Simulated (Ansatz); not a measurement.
Set up this calculation in Ansatz 0.2.0, as the native input.

```
Task                : elastic constants
Functional          : LDA
Potentials or basis : Ansatz PAW
Cutoff              : 420 eV (not typed: the program's choice for these potentials)
k mesh              : 7 × 7 × 7
Occupations         : fermi-dirac, width 0.05 eV
Spin                : no spin polarisation
Atoms under strain  : clamped
```

AlRu:

```xyz
2
Lattice="2.9916 0.0000 0.0000 0.0000 2.9916 0.0000 0.0000 0.0000 2.9916" Properties=species:S:1:pos:R:3 pbc="T T T"
Ru    1.4958    1.4958    1.4958
Al    0.0000    0.0000    0.0000
```

The input as run:

input.yaml

```yaml
crystal:
  lattice:
    - [2.9916, 0.0, 0.0]
    - [0.0, 2.9916, 0.0]
    - [0.0, 0.0, 2.9916]
  atoms:
    - { symbol: Ru, position: [0.5, 0.5, 0.5] }
    - { symbol: Al, position: [0.0, 0.0, 0.0] }
hamiltonian:
  xc: lda
  pseudopotentials: { kind: paw }
kpoints:
  mp_grid: { grid: [7, 7, 7] }
scf:
  occupations: { method: fermi_dirac, width: 0.05 }
output:
  forces: true
  stress: true
elastic:
  mode: clamped_ion
  stencil: two_point
```

Potentials or basis: Ansatz PAW.

Launch:

```sh
$ ansatz run input.yaml --threads 2 --pin off --max-ram 5632MiB --backend cpu --events-out ev --progress --plain --runs-dir out
```

It gave:

| Item | Value |
| --- | --- |
| Pressure | -8.1 GPa |
| Band gap on the k mesh | none (metal or under the smearing width) |
| Clamped-ion elastic constants C11, C12, C44 | 294, 145, 109 GPa |
| Voigt bulk modulus | 195 GPa |

Caveat: the cell is more than 3 GPa from zero pressure, which shifts response properties; elastic constants of metals need much finer meshes, so these are rough; the PAW data sets come from PBE, with cores solved anew for the run's functional, which leaves a small shift of forces and pressure.

Run time: 6.1 s on 2 threads of Intel(R) Xeon(R) Processor @ 2.50GHz (Skylake/Cascade Lake), on a shared host, peak memory 0.33 GiB.
